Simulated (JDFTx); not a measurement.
The system is HgTe (Coloradoite).

```
Hg Te
1.0
     0.00000    3.21450    3.21450
     3.21450    0.00000    3.21450
     3.21450    3.21450    0.00000
Hg Te
1 1
Cartesian
  0.0000 0.0000 0.0000
  4.8217 4.8217 4.8217
```

* Program: JDFTx 1.7.0 (patched build)
* Task: single point
* Functional: PBEsol
* Potentials or basis: PseudoDojo-SR-PBEsol-0.4.1-standard with smoothed tails
* Cutoff: 1088 eV
* Density cutoff: 8708 eV
* k mesh: 7 × 7 × 7
* Occupations: fermi-dirac, width 0.05 eV
* Spin: no spin polarisation

On this cell: pressure 1.8 GPa; largest force zero by symmetry; band gap on the k mesh none (metal or under the smearing width).

The same run follows on a disturbed copy (atoms moved at random, drawn with an rms of 0.05 Å):

```
Hg Te
1.0
     0.00000    3.21450    3.21450
     3.21450    0.00000    3.21450
     3.21450    3.21450    0.00000
Hg Te
1 1
Direct
  0.99737 0.00315 0.99558
  0.74873 0.75226 0.74921
```

Q: What changes?

A: The energy (extrapolated to zero smearing) moves by +0.3 meV/atom; pressure 1.8 GPa; largest force 0.076 eV/Å; band gap on the k mesh none (metal or under the smearing width).

Forces on the atoms (eV/Å):
```
Hg   0.037  0.066  0.009
Te  -0.037 -0.066 -0.009
```

Stress tensor (GPa, compression positive):
```
1.83 0.03 0.25
0.03 1.83 0.14
0.25 0.14 1.83
```
